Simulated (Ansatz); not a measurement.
## Property card for TaSi2

These are results of DFT PBEsol, scalar-relativistic, plane waves, PAW (Ansatz), not measurements.

Cutoff 420 eV; k points 12×12×6 on the computed 9-atom cell (Γ-centred); Gaussian smearing, width 0.10 eV; no spin polarisation.

The structure is relaxed at this level of theory with its symmetry kept. Whether it is the stable form of this composition wasn't checked.

```
Ta Si
1.0
     4.76099    0.00000    0.00000
    -2.38050    4.12314    0.00000
     0.00000    0.00000    6.55614
Ta Si
3 6
Direct
  0.50000 0.00000 0.00000
  0.50000 0.50000 0.66667
  0.00000 0.50000 0.33333
  0.15928 0.31857 0.00000
  0.84072 0.15928 0.66667
  0.68143 0.84072 0.33333
  0.84072 0.68143 0.00000
  0.15928 0.84072 0.66667
  0.31857 0.15928 0.33333
```

```
Space group                                                       : P6_422 (No. 181)
Volume per atom                                                   : 96.5 bohr³
Formation energy from the elements' standard states (uncorrected) : -0.583 eV/atom
Kohn–Sham band gap                                                : none (metal)
Density of states at the Fermi level                              : 3.19 states/eV per cell
Löwdin character within 0.5 eV of the Fermi level                 : Ta 5d 68 %, Si 3p 22 %, unprojected 5 %
Bulk modulus                                                      : 195 GPa
Its pressure derivative                                           : 4.3
Bader charges (e)                                                 : Ta (3 in the cell) 0.78, Si (6 in the cell) -0.39
```

Spin-orbit coupling is left out, which matters for the bands of heavy elements.